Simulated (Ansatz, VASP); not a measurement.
**One calculation of MgH, two programs**

```
Mg H
1.0
     3.18966    0.00000    0.00000
    -1.59483    2.76233    0.00000
     0.00000    0.00000    5.22878
Mg H
2 2
Cartesian
  0.0000 1.8416 1.3072
  1.5948 0.9208 3.9216
  0.0000 0.0000 0.0000
  0.0000 0.0000 2.6144
```

Alike in both runs: functional PBE; k mesh 6 × 6 × 4; occupations gaussian, width 0.1 eV; no spin polarisation.

Ansatz relaxed the structure, and its values are those at the end. VASP's run is a single point on that final structure, the one shown.

|  | VASP | Ansatz |
| --- | --- | --- |
| version | VASP 6.6.1 | Ansatz 0.2.0 |
| potentials or method | VASP PAW PBE potentials, release 64 (Mg, H) | scalar-relativistic, plane waves, PAW |
| plane-wave cutoff (eV) | 520 | 420 |
| valence electrons in the cell | 6 | 22 |

|  | VASP | Ansatz | Ansatz less VASP |
| --- | --- | --- | --- |
| gap on the k mesh at the Fermi level (eV) | none | none | - |
| pressure (GPa) | -0.3 | 0.0 | +0.28 |

A gap of «none» marks a metal or a gap that the smearing closes. With one functional, cell and mesh, what is left measures potentials, basis and numerics. The two sets of potentials don't hold the same shells in valence.

Caveats: the k mesh is coarse (spacing up to 0.38 Å⁻¹), so the values aren't converged.
